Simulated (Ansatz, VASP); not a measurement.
ZrS: VASP beside Ansatz

The input INCAR:

```
PREC = Accurate
ENCUT = 520
EDIFF = 1E-7
ISMEAR = 1
SIGMA = 0.15
LREAL = False
LASPH = True
NELM = 60
ALGO = Normal
ISIF = 2
LWAVE = False
LCHARG = True
GGA = PS
LELF = True
LVHAR = True
NBANDS = 16
```

KPOINTS

```
Automatic mesh
0
Gamma
  8 8 8
```

File POSCAR:

```
ZrS
1.0
    0.0000000000      2.6250000000      2.6250000000
    2.6250000000      0.0000000000      2.6250000000
    2.6250000000      2.6250000000      0.0000000000
Zr S
1 1
Direct
    0.0000000000      0.0000000000      0.0000000000
    0.5000000000      0.5000000000      0.5000000000
```

Input for Ansatz:

```yaml
crystal:
  lattice:
    - [0.0, 2.625, 2.625]
    - [2.625, 0.0, 2.625]
    - [2.625, 2.625, 0.0]
  atoms:
    - { symbol: Zr, position: [0.0, 0.0, 0.0] }
    - { symbol: S, position: [0.5, 0.5, 0.5] }
kpoints:
  mp_grid:
    grid: [8, 8, 8]
hamiltonian:
  xc: pbesol
  pseudopotentials:
    kind: paw
scf:
  occupations:
    method: methfessel_paxton
    width: 0.15
output:
  forces: true
  stress: true
  eigenvalues: true
```

Alike in both runs: task single point; functional PBEsol; k mesh 8 × 8 × 8; occupations methfessel-paxton of order 1, width 0.15 eV; no spin polarisation.

|  | VASP | Ansatz |
| --- | --- | --- |
| version | VASP 6.6.1 | Ansatz 0.2.0 |
| potentials or method | VASP PAW PBE potentials, release 64 (Zr_sv, S) | plane waves, PAW |
| plane-wave cutoff (eV) | 520 | 420 |
| valence electrons in the cell | 18 | 18 |

|  | VASP | Ansatz | Ansatz less VASP |
| --- | --- | --- | --- |
| gap on the k mesh at the Fermi level (eV) | none | none | - |
| pressure (GPa) | -6.4 | -6.6 | -0.20 |

A gap of «none» marks a metal or a gap that the smearing closes.

Caveats: the PAW data sets were made with another functional, which shifts forces and pressure a little (VASP).
